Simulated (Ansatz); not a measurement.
**What moves the field gradients of ZnS?**

Cell of run 1: an entry of the Crystallography Open Database (COD), taken as it stands.

```xyz
4
Lattice="3.8227 0.0000 0.0000 -1.9114 3.3106 0.0000 0.0000 0.0000 6.2607" Properties=species:S:1:pos:R:3 pbc="T T T"
Zn    0.0000    2.2070    0.0000
Zn    1.9114    1.1035    3.1303
S     0.0000    2.2070    2.3465
S     1.9114    1.1035    5.4769
```

Sites (sets of like atoms) are named by element and the number of their first atom in this list.

Relaxed positions (PBE, cell held):

```
CELL_PARAMETERS angstrom
3.82270 0.00000 0.00000
-1.91135 3.31056 0.00000
0.00000 0.00000 6.26070
ATOMIC_POSITIONS crystal
Zn 0.33333 0.66667 0.00000
Zn 0.66667 0.33333 0.50000
S 0.33333 0.66667 0.37480
S 0.66667 0.33333 0.87480
```

All runs are DFT with Ansatz 0.2.0 (plane waves and PAW, scalar-relativistic unless spin–orbit coupling is named, Γ-centred meshes, Fermi–Dirac smearing where given) in this cell.

Run 1: PBE, atoms as given; 420 eV, 13×13×7 k-points, smearing 0.02 eV.
Run 2: r2SCAN, at the relaxed atoms; 500 eV, 13×13×7 k-points, smearing 0.02 eV.
Run 3: LDA, at the relaxed atoms; 420 eV, 13×13×7 k-points, smearing 0.02 eV.
Run 4: PBEsol, at the relaxed atoms; 420 eV, 13×13×7 k-points, smearing 0.02 eV.

| run | S V_zz (η) |
| --- | --- |
| 1 | 0.22 (0.00) |
| 2 | ? |
| 3 | 0.21 (0.00) |
| 4 | 0.22 (0.00) |

V_zz in 10²¹ V/m²; 1 of the 2 sets of like atoms are followed.

Task: Estimate the row of run 2.

Result: S: 0.22 (0.00). It lies nearest to run 1, from whose tensors on these sites it differs by 0.00 at most (largest principal value of the difference).
